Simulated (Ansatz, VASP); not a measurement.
**Two plane-wave programs on TaSi5**

File INCAR:

```
SYSTEM = TaSi5
  PREC = Accurate
  ENCUT = 520
  EDIFF = 1E-6
  ISMEAR = 0
  SIGMA = 0.1
  LREAL = .FALSE.
  LASPH = .TRUE.
  NELM = 80
  ALGO = Normal
  ISIF = 2
  LWAVE = .FALSE.
  LCHARG = .FALSE.
  GGA = PE
  NBANDS = 24
```

KPOINTS

```
Automatic mesh
0
G
  6 6 4
  0 0 0
```

The input POSCAR:

```
TaSi5
1.0
    4.4100788000      0.0000000000      0.0000000000
   -2.2050394000      3.8192402800      0.0000000000
    0.0000000000      0.0000000000      6.3097880300
Ta Si
1 5
Direct
    0.0000000000      0.0000000000      0.0000000000
    0.3333333300      0.6666666700      0.7580293900
    0.3333333300      0.6666666700      0.2419706100
    0.6666666700      0.3333333300      0.2419706100
    0.6666666700      0.3333333300      0.7580293900
    0.0000000000      0.0000000000      0.5000000000
```

Input for Ansatz:

```yaml
crystal:
  lattice:
    - [4.4100788, 0.0, 0.0]
    - [-2.2050394, 3.81924028, 0.0]
    - [0.0, 0.0, 6.30978803]
  atoms:
    - { symbol: Ta, position: [0.0, 0.0, 0.0] }
    - { symbol: Si, position: [0.33333333, 0.66666667, 0.75802939] }
    - { symbol: Si, position: [0.33333333, 0.66666667, 0.24197061] }
    - { symbol: Si, position: [0.66666667, 0.33333333, 0.24197061] }
    - { symbol: Si, position: [0.66666667, 0.33333333, 0.75802939] }
    - { symbol: Si, position: [0.0, 0.0, 0.5] }
basis:
  ecutwfc: 420
kpoints:
  mp_grid: { grid: [6, 6, 4] }
hamiltonian:
  xc: pbe
scf:
  occupations: { method: gaussian, width: 0.1 }
  lower_state_search: "off"
output:
  forces: true
  stress: true
  eigenvalues: true
```

Alike in both runs: task single point; functional PBE; k mesh 6 × 6 × 4; occupations gaussian, width 0.1 eV; no spin polarisation.

```csv
,VASP,Ansatz
version,VASP 6.6.1,Ansatz 0.2.0
potentials or method,"VASP PAW PBE potentials, release 64 (Ta_pv, Si)","scalar-relativistic, plane waves, PAW"
plane-wave cutoff (eV),520,420
valence electrons in the cell,31,33
```

|  | VASP | Ansatz | Ansatz less VASP |
| --- | --- | --- | --- |
| gap on the k mesh at the Fermi level (eV) | none | none | - |
| pressure (GPa) | -12.8 | -12.8 | 0.00 |
| largest component of the traceless stress (GPa) | 6.03 | 6.08 | +0.052 |
| rms of the force components (eV/Å) | 0.236 | 0.237 | +0.0009 |

Atom by atom the forces differ by 0.001 eV/Å (rms over components). A gap of «none» marks a metal or a gap that the smearing closes. The two sets of potentials don't hold the same shells in valence.

Spin-orbit coupling is left out, which matters for the levels of Ta.
